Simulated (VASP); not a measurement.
## Au under changes of volume

One of the cells (18.571 Å³/atom); the others are scaled copies at fixed shape and fractional positions:

```
Au
1.0
    -1.66824    1.66824    1.66824
     1.66824   -1.66824    1.66824
     1.66824    1.66824   -1.66824
Au
1
Cartesian
  0.0000 0.0000 0.0000
```

This isn't the form of Au at room conditions, which is fcc.

| Item | Value |
| --- | --- |
| Program | VASP 6.6.1 |
| Functional | PBE |
| Potentials or basis | VASP PAW PBE potentials, release 64 (Au) |
| Cutoff | 520 eV |
| k mesh | 11 × 11 × 11 |
| Occupations | fermi-dirac, width 0.05 eV |
| Spin | no spin polarisation |

```tsv
volume (Å³/atom)	energy over the lowest point (meV/atom)	pressure (GPa)
17.115	22.48	8.4
17.479	7.47	4.8
17.843	0.00	1.6
18.571	4.09	-3.5
18.935	14.14	-5.6
19.299	?	?
```

Problem. What does the run at 19.299 Å³/atom give?

Solution. Energy over the lowest point 28.67 meV/atom; pressure -7.4 GPa.

Worked out: A Birch-Murnaghan fit of order 3 (a polynomial in V^(-2/3)) to the other rows has its minimum at 18.07 Å³/atom with B0 = V·E''(V) = 133 GPa and B' = 5.5. It gives 28.66 meV/atom at 19.299 Å³/atom, against the run's 28.67, and -dE/dV = -7.3 GPa, against -7.4.

Energies are extrapolated to zero smearing.
